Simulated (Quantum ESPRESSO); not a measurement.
LiF (Griceite): phonons at points of the zone under several settings

```xyz
2
Lattice="0.0000 2.0140 2.0140 2.0140 0.0000 2.0140 2.0140 2.0140 0.0000" Properties=species:S:1:pos:R:3 pbc="T T T"
F     2.0140    2.0140    2.0140
Li    0.0000    0.0000    0.0000
```

All runs used Quantum ESPRESSO 7.5; potentials PseudoDojo 0.4.1 SR LDA standard; k mesh 6 × 6 × 6, shifted; relaxed cell; no spin polarisation; cutoff 1143 eV; occupations smeared at first, fixed for the response.

```tsv
level	point	frequencies (cm⁻¹)
LDA	Γ (0.000, 0.000, 0.000)	0 0 0 343 343 343
LDA	L (0.500, 0.500, 0.500)	232 232 320 320 399 628
LDA	K (0.375, 0.375, 0.750)	255 325 355 356 446 453
LDA	W (0.500, 0.250, 0.750)	?
LDA	X (0.500, 0.000, 0.500)	253 253 377 380 380 485
```

Task: What stands in the row left open?

Result: Frequencies 291 334 334 399 428 428 cm⁻¹.
